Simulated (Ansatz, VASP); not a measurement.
# Si (Sigma29 (520)[001] symmetric tilt boundary in Si) in two plane-wave programs

Wanted: the spread between two codes on one cell, functional and k mesh. The cell is taken from a series of runs on this material, whose earlier steps may have relaxed, scaled, displaced or heated it; both programs get it as it stands. Other levels of theory on this material are compared in a session of their own.

Main program and level: Ansatz 0.2.0; plane waves, with VASP 6.6.1 beside it; single point at PBEsol.

### Step 1. Starting point

The cell holds 80 atoms: 80 Si. Cell: a = 5.469 Å, b = 14.977 Å, c = 20.643 Å, α = 90.0°, β = 90.0°, γ = 100.5°. It derives from Si. Two grains of Si, one the mirror image of the other in the boundary plane, two boundaries a cell; of 6 trial joints (lateral shifts, openings, close atoms taken out) the lowest after a short relaxation with the MACE-MP-0b2 potential was kept (shift [0.0, 0.5] of the surface cell, opening 0.83 A, one of each pair under 1.66 A removed), then its atoms and the cell's length along the normal were relaxed with that potential. Lattice constants are starting values near those of PBE. The structure's axis is c.

### Step 2. Ansatz: single point, PBEsol

Ansatz runs on its default PAW (the set named soft_2) files.

A single point gives forces, pressure and levels at one fixed geometry, so differences don't come from the geometry; what else differs is listed under the comparison.

File input.yaml:

```yaml
crystal:
  lattice:
    - [5.469, 0.0, 0.0]
    - [-2.7345, 14.72573, 0.0]
    - [0.0, 0.0, 20.64348]
  atoms:
    - { symbol: Si, position: [0.4888, 0.14171, 0.99227] }
    - { symbol: Si, position: [0.81147, 0.06688, 0.03719] }
    - { symbol: Si, position: [0.84878, 0.74755, 0.00904] }
    - { symbol: Si, position: [0.41518, 0.4668, 0.99961] }
    - { symbol: Si, position: [0.11922, 0.33283, 0.0366] }
    - { symbol: Si, position: [0.35284, 0.22498, 0.08043] }
    - { symbol: Si, position: [0.51333, 0.94233, 0.07067] }
    - { symbol: Si, position: [0.08248, 0.63363, 0.03805] }
    - { symbol: Si, position: [0.75656, 0.5126, 0.07746] }
    - { symbol: Si, position: [0.93449, 0.39319, 0.12491] }
    - { symbol: Si, position: [0.06304, 0.11086, 0.12633] }
    - { symbol: Si, position: [0.66891, 0.81175, 0.09876] }
    - { symbol: Si, position: [0.34801, 0.68903, 0.13062] }
    - { symbol: Si, position: [0.54323, 0.56775, 0.16621] }
    - { symbol: Si, position: [0.6297, 0.27641, 0.16679] }
    - { symbol: Si, position: [0.24644, 0.98465, 0.15264] }
    - { symbol: Si, position: [0.93261, 0.86248, 0.18696] }
    - { symbol: Si, position: [0.12923, 0.74155, 0.21917] }
    - { symbol: Si, position: [0.23272, 0.44859, 0.2078] }
    - { symbol: Si, position: [0.81711, 0.15728, 0.20863] }
    - { symbol: Si, position: [0.5087, 0.03432, 0.24216] }
    - { symbol: Si, position: [0.70531, 0.91338, 0.27438] }
    - { symbol: Si, position: [0.82082, 0.61858, 0.25269] }
    - { symbol: Si, position: [0.40523, 0.32728, 0.25352] }
    - { symbol: Si, position: [0.09472, 0.20812, 0.29511] }
    - { symbol: Si, position: [0.28994, 0.08685, 0.33072] }
    - { symbol: Si, position: [0.39146, 0.79121, 0.3087] }
    - { symbol: Si, position: [0.00824, 0.49945, 0.29453] }
    - { symbol: Si, position: [0.70345, 0.38268, 0.33641] }
    - { symbol: Si, position: [0.8814, 0.26328, 0.38386] }
    - { symbol: Si, position: [0.96904, 0.96412, 0.36258] }
    - { symbol: Si, position: [0.57488, 0.66499, 0.33499] }
    - { symbol: Si, position: [0.28509, 0.55087, 0.38089] }
    - { symbol: Si, position: [0.51874, 0.44303, 0.42473] }
    - { symbol: Si, position: [0.55551, 0.14225, 0.42329] }
    - { symbol: Si, position: [0.12456, 0.83353, 0.39067] }
    - { symbol: Si, position: [0.8264, 0.70896, 0.42414] }
    - { symbol: Si, position: [0.14912, 0.63415, 0.46905] }
    - { symbol: Si, position: [0.22272, 0.30906, 0.46172] }
    - { symbol: Si, position: [0.78915, 0.0283, 0.4523] }
    - { symbol: Si, position: [0.4888, 0.64171, 0.96907] }
    - { symbol: Si, position: [0.81147, 0.56688, 0.92414] }
    - { symbol: Si, position: [0.84878, 0.24755, 0.9523] }
    - { symbol: Si, position: [0.41518, 0.9668, 0.96173] }
    - { symbol: Si, position: [0.11922, 0.83283, 0.92473] }
    - { symbol: Si, position: [0.35284, 0.72498, 0.88091] }
    - { symbol: Si, position: [0.51333, 0.44233, 0.89067] }
    - { symbol: Si, position: [0.08248, 0.13363, 0.92328] }
    - { symbol: Si, position: [0.75656, 0.0126, 0.88388] }
    - { symbol: Si, position: [0.93449, 0.89319, 0.83643] }
    - { symbol: Si, position: [0.06304, 0.61086, 0.835] }
    - { symbol: Si, position: [0.66891, 0.31175, 0.86258] }
    - { symbol: Si, position: [0.34801, 0.18903, 0.83072] }
    - { symbol: Si, position: [0.54323, 0.06775, 0.79513] }
    - { symbol: Si, position: [0.6297, 0.77641, 0.79455] }
    - { symbol: Si, position: [0.24644, 0.48465, 0.8087] }
    - { symbol: Si, position: [0.93261, 0.36248, 0.77438] }
    - { symbol: Si, position: [0.12923, 0.24155, 0.74216] }
    - { symbol: Si, position: [0.23272, 0.94859, 0.75354] }
    - { symbol: Si, position: [0.81711, 0.65728, 0.7527] }
    - { symbol: Si, position: [0.5087, 0.53432, 0.71918] }
    - { symbol: Si, position: [0.70531, 0.41338, 0.68696] }
    - { symbol: Si, position: [0.82082, 0.11858, 0.70865] }
    - { symbol: Si, position: [0.40523, 0.82728, 0.70782] }
    - { symbol: Si, position: [0.09472, 0.70812, 0.66623] }
    - { symbol: Si, position: [0.28994, 0.58685, 0.63062] }
    - { symbol: Si, position: [0.39146, 0.29121, 0.65263] }
    - { symbol: Si, position: [0.00824, 0.99945, 0.66681] }
    - { symbol: Si, position: [0.70345, 0.88268, 0.62492] }
    - { symbol: Si, position: [0.8814, 0.76328, 0.57748] }
    - { symbol: Si, position: [0.96904, 0.46412, 0.59876] }
    - { symbol: Si, position: [0.57488, 0.16499, 0.62635] }
    - { symbol: Si, position: [0.28509, 0.05087, 0.58044] }
    - { symbol: Si, position: [0.51874, 0.94303, 0.53661] }
    - { symbol: Si, position: [0.55551, 0.64225, 0.53805] }
    - { symbol: Si, position: [0.12456, 0.33353, 0.57067] }
    - { symbol: Si, position: [0.8264, 0.20896, 0.5372] }
    - { symbol: Si, position: [0.14912, 0.13415, 0.49228] }
    - { symbol: Si, position: [0.22272, 0.80906, 0.49961] }
    - { symbol: Si, position: [0.78915, 0.5283, 0.50904] }
kpoints:
  mp_grid: { grid: [6, 2, 1] }
hamiltonian:
  xc: pbesol
scf:
  occupations: { method: fermi_dirac, width: 0.025 }
output:
  forces: true
```

On the command line:

```console
$ ansatz run input.yaml --threads 4 --pin off --max-ram 8192MiB --backend cpu --events-out ev --progress --plain --runs-dir out
```

Numbers of over 12 decimals in the logs are rounded to 6 here.

The log of the run:

```text
Warning: the atoms were moved onto the symmetric positions of the space group found under crystal.symmetry.tolerance 1.0e-5 (fractional; no operation is sought that the atoms, as they stand in a round, miss by more than twice it, and no atom is moved by as much as it), and the run uses the moved positions. Before a round's move an operation carried an atom to 1.50e-4 Å from where it should land, the largest such dist [...]
Engine: ansatz 0.2.0, x86_64-unknown-linux-gnu
Pseudopotentials: kind: paw
Pseudopotential: Si, paw, valence charge 4, recommended cutoff 420 eV (normal), Si.paw.azcp
Functional definition: PBEsol
  exchange = pbesol_x
  correlation = pbesol_c
Crystal: 80 atoms, lattice volume = 1662.523 Å³
Basis set: ecut = 420 eV, 32429 PW (Γ), exchange–correlation on 80×216×288 points (8 copies of the dense FFT grid, shifted against one another)
Bands: 240, of which v1, the nominal top of the filled ones, is band 160 counted from 1 (159 counted from 0)
Symmetry: 2 space group operations
Space group: Pc (ITA 7), of the structure as read, at distance tolerance 1.2e-4 Å
k-points: 8 of 12 (time reversal used)
Non-local potential: Si, projectors of the file, l = 0: 2, l = 1: 2, l = 2: 2
PAW form: soft (Blöchl's): semilocal exchange-correlation on the pseudo side does not see the compensation charge
PAW frozen core: Si, regenerated for the run's functional, and the local potential with it (the file was generated under x = pbe(κ = 0.804, μ = 0.219515), c = pbe(β = 0.066725))
PAW one-centre angular grid: Si, 110 points (default); XC on 64 Gauss nodes
Initial density: superposition of atomic densities (neutral atoms: chi_scale 0, normalization atom), corrected by the library's trained network
Initial wavefunctions: pseudopotential atomic-orbital guess
Functional: x = pbesol(κ = 0.804, μ = 0.123457), c = pbesol(β = 0.046)
SCF iter   1: F=—  HF=-49705.782175 eV  |F-HF|=—  |Δ(HF+E_count)|=         —  Δρ=3.61e-3  dr2=5.67e-1  ethr=1.77e-3  ⟨swp⟩=6.1  Hψ=8880  notcnv=0  defer=373
preconditioner: auto → Kerker (q_TF=auto, 2.073 Å⁻¹)  [metal: Δε(μ)=0.050 eV  Ē_g=7.511 eV  σ=0.025 eV  W_gap=0.46  n_scr=244 (ndim 8)  ℏωp=16.3 eV  f_vac=0.000  D(μ)=8.90/eV (n_scr^D=22)]
SCF iter   2: F=—  HF=-49705.724294 eV  |F-HF|=—  |Δ(HF+E_count)|=   5.79e-2  Δρ=2.17e-3  dr2=2.43e-1  ethr=1.77e-4  ⟨swp⟩=1.0  Hψ=2208  notcnv=0  defer=497
SCF iter   3: F=—  HF=-49705.682619 eV  |F-HF|=—  |Δ(HF+E_count)|=   4.17e-2  Δρ=3.92e-4  dr2=1.04e-2  ethr=7.59e-5  ⟨swp⟩=3.1  Hψ=2370  notcnv=0  defer=516
SCF iter   4: F=—  HF=-49705.682832 eV  |F-HF|=—  |Δ(HF+E_count)|=   2.13e-4  Δρ=1.13e-4  dr2=8.75e-4  ethr=3.24e-6  ⟨swp⟩=3.0  Hψ=2722  notcnv=0  defer=528
SCF iter   5: F=—  HF=-49705.682830 eV  |F-HF|=—  |Δ(HF+E_count)|=   1.72e-6  Δρ=3.65e-5  dr2=1.00e-4  ethr=2.73e-7  ⟨swp⟩=2.9  Hψ=2141  notcnv=0  defer=528
SCF iter   6: F=—  HF=-49705.682814 eV  |F-HF|=—  |Δ(HF+E_count)|=   1.64e-5  Δρ=1.17e-5  dr2=8.16e-6  ethr=3.13e-8  ⟨swp⟩=2.6  Hψ=2427  notcnv=0  defer=528
SCF iter   7: F=—  HF=-49705.682670 eV  |F-HF|=—  |Δ(HF+E_count)|=   1.44e-4  Δρ=3.62e-6  dr2=6.40e-7  ethr=2.55e-9  ⟨swp⟩=2.4  Hψ=2927  notcnv=0  defer=551
SCF iter   8: F=-49705.682670 eV  HF=-49705.682670 eV  |F-HF|=8.45e-9  |Δ(HF+E_count)|=   2.40e-7  Δρ=1.24e-6  dr2=8.18e-8  ethr=3.13e-11  ⟨swp⟩=4.0  Hψ=5692  notcnv=0
SCF 1 converged in 8 iterations: F = -49705.682670 eV  dr2 = 8.18e-8
  greatest PAW one-centre occupation: 0.672 electrons in one spin orbital (limit 2), on the Si atom at site 41 (counted from 0), in its partial waves of l = 0
SCF converged after 8 iterations
Free energy (F): -49705.682670 eV
Harris-Foulkes:  -49705.682670 eV  (|F-HF|=8.45e-9)
Internal energy: -49705.662822 eV  (E = F + TS)
E sigma→0 (E₀):  -49705.672746 eV
Entropy (-TS):   -0.019848 eV (-0.248 meV/atom)
Fermi energy:    5.964931 eV
--- Per-component energies (eV) ---
  E_band       = 269.467020
  E_kinetic    = 3163.152766
  E_local      = -2379.895353  (includes V_loc(G=0)·N_el)
  E_nonlocal   = 2063.178410
  E_hartree    = 660.861201
  E_xc         = -4348.520082
  E_vxc        = -3712.455528  (∫ρ·V_xc dr)
  E_paw        = -39903.165127  (= ΣΔE_a)
  E_vpaw       = -186.233589  (= ΣTr[D̂ρ^β])
  E_aug_tail   = 0.000498  (compensation charges beyond the density's cutoff)
  E_ewald      = -8963.799987
  E_core_change = 2.524853  (= ΣΔE_core)
  E_smearing   = -0.019848  (= −TS)
  E_closure    = 0.000000  (closes the sum)
  Σ components = -49705.682670   (vs F -49705.682670, Δ=0.00e0)
--- Forces (eV/Å), atoms counted from 1 ---
  atom   1  Si     0.02178859     0.02136275     0.09058429
  atom   2  Si     0.00328783    -0.02474755     0.01218531
  atom   3  Si    -0.00463591    -0.02717670     0.03622765
  atom   4  Si    -0.01156923    -0.01893136     0.03056333
  atom   5  Si     0.04748239     0.03361557     0.02279874
  atom   6  Si     0.01511840    -0.02646928    -0.01825844
  atom   7  Si     0.01461287     0.04870909    -0.00463076
  atom   8  Si    -0.04918025     0.02758788    -0.00815762
  atom   9  Si    -0.01112207    -0.03067079     0.04641928
  atom  10  Si    -0.01657967     0.03496742     0.04777631
  atom  11  Si    -0.02823515     0.03994795    -0.02052432
  atom  12  Si    -0.00634772    -0.00771918     0.00887324
  atom  13  Si     0.02523162    -0.00920867    -0.03024788
  atom  14  Si     0.01192553    -0.03486674    -0.02654125
  atom  15  Si     0.01449912     0.02002052    -0.01054670
  atom  16  Si     0.00879531    -0.01598093    -0.02361784
  atom  17  Si     0.01564831    -0.00839216     0.01342621
  atom  18  Si     0.00434211    -0.00188701    -0.01399607
  atom  19  Si    -0.00101951    -0.02003173     0.00367737
  atom  20  Si    -0.00622521     0.01573181     0.00177291
  atom  21  Si    -0.00403936     0.00109611     0.01515909
  atom  22  Si    -0.01597727     0.00903943    -0.01278491
  atom  23  Si     0.00654304    -0.01528639    -0.00188753
  atom  24  Si     0.00104818     0.01964460    -0.00363615
[...]
atom  73  Si    -0.01521463     0.02676254    -0.01929114
  atom  74  Si    -0.04857354    -0.03448539     0.02317362
  atom  75  Si     0.04956930    -0.02767256    -0.00862397
  atom  76  Si    -0.01526502    -0.05002403    -0.00655266
  atom  77  Si    -0.00284551     0.02572089     0.01222843
  atom  78  Si    -0.02241254    -0.02193155     0.09036750
  atom  79  Si     0.01204886     0.01922556     0.03009910
  atom  80  Si     0.00497121     0.02934612     0.03579513
  max |Σ_I F_I| component: 3.85e-6 eV/Å
```

The column dr2 measures how far the density is from self-consistency, as an energy; F and HF (Harris–Foulkes) agree once it is small.

(Part 1 of 2 ends here.)

[Lines on the potential files, build, host, timing and source positions are cut from VASP's logs without a mark.]

[Logs are printed without paths, hosts, clocks, repeated set-up lines and the standing remarks that a program may print on its own settings, such as how far it seeks lower states.]

[Hosts, paths, dates, database ids (printed as entryN), source tags and the programs' standing remarks are cut or masked in the printed files.]
